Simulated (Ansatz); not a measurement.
**La2O3**

The computed numbers are results of HSE06, scalar-relativistic (no spin polarisation) in the plane-wave PAW code Ansatz at 420 eV, Γ-centred 4×4×6 mesh, 0.05 eV Gaussian smearing; PAW files: Ansatz's generated set soft_2.

```cif
data_structure
_symmetry_space_group_name_H-M 'P6/mmm'
_symmetry_Int_Tables_number 191
_cell_length_a 6.3394
_cell_length_b 6.3394
_cell_length_c 3.2648
_cell_angle_alpha 90.000
_cell_angle_beta 90.000
_cell_angle_gamma 120.000
_cell_volume 113.63
loop_
_atom_site_label
_atom_site_type_symbol
_atom_site_symmetry_multiplicity
_atom_site_Wyckoff_symbol
_atom_site_fract_x
_atom_site_fract_y
_atom_site_fract_z
_atom_site_occupancy
La1 La 2 d 0.33333 0.66667 0.50000 1
O1 O 3 f 0.50000 0.50000 0.00000 1
```

The chain of runs began from a cell as deposited in COD, expanded in volume.

Question: Which orbitals make up the states within about 0.6 eV of each band edge?

Answer: Valence edge: O 2p 91 %. Conduction edge: La 5d 79 %, La 6s 17 %. Shares are among the projected shells; the gap is 2.76 eV.

Density of states (tetrahedra, averaged over 0.3 eV; states/eV per cell of 5 atoms; energy in eV from the Fermi level; projections on Löwdin-orthogonalised atomic orbitals, summed over sites):

```
    E  total  O 2p  La 5d  La 4f  La 6s  La 5p
-4.90    0.0   0.0    0.0    0.0    0.0    0.0
-4.60    1.2   0.9    0.3    0.0    0.0    0.0
-4.30    5.6   4.0    1.2    0.1    0.2    0.1
-4.00    5.9   4.3    1.2    0.1    0.2    0.1
-3.70    8.4   6.3    1.5    0.1    0.2    0.1
-3.40    5.7   4.3    1.0    0.1    0.1    0.2
-3.10    6.9   5.5    0.9    0.2    0.0    0.3
-2.80    9.8   8.3    0.8    0.3    0.0    0.3
-2.50    6.5   5.6    0.4    0.2    0.0    0.3
-2.20    8.2   7.2    0.3    0.2    0.0    0.4
-1.90    1.5   1.4    0.0    0.0    0.0    0.1
-1.60    0.1   0.1    0.0    0.0    0.0    0.0
-1.30    0.0   0.0    0.0    0.0    0.0    0.0
-1.00    0.0   0.0    0.0    0.0    0.0    0.0
-0.70    0.0   0.0    0.0    0.0    0.0    0.0
-0.40    0.0   0.0    0.0    0.0    0.0    0.0
-0.10    0.0   0.0    0.0    0.0    0.0    0.0
 0.20    0.0   0.0    0.0    0.0    0.0    0.0
 0.50    0.0   0.0    0.0    0.0    0.0    0.0
 0.80    0.0   0.0    0.0    0.0    0.0    0.0
 1.10    0.0   0.0    0.0    0.0    0.0    0.0
 1.40    0.0   0.0    0.0    0.0    0.0    0.0
 1.70    0.1   0.0    0.1    0.0    0.0    0.0
 2.00    0.2   0.0    0.2    0.0    0.0    0.0
 2.30    0.4   0.0    0.3    0.0    0.1    0.0
 2.60    0.7   0.0    0.5    0.0    0.1    0.0
 2.90    0.8   0.0    0.5    0.1    0.1    0.0
 3.20    0.7   0.0    0.4    0.1    0.1    0.0
 3.50    0.5   0.0    0.3    0.1    0.1    0.0
 3.80    1.0   0.1    0.6    0.2    0.2    0.0
 4.10    2.2   0.1    1.1    0.4    0.4    0.0
 4.40    3.7   0.3    2.0    0.5    0.4    0.0
 4.70    3.2   0.3    1.7    0.8    0.2    0.0
 5.00    4.0   0.2    2.3    1.2    0.1    0.0
```

Formal charges La³⁺, O²⁻ balance and leave closed shells on every ion, so a band insulator is expected, and the gap is 2.76 eV.

Crossing the gap moves an electron from the anion's filled p shell to the metal's empty orbitals, as in ionic insulators.

For elements this heavy, spin–orbit coupling would shift levels and gaps; it isn't included here. The program warned that the potential is rough where the density is thin (voids or gaps), so long spacings are poorly fixed.
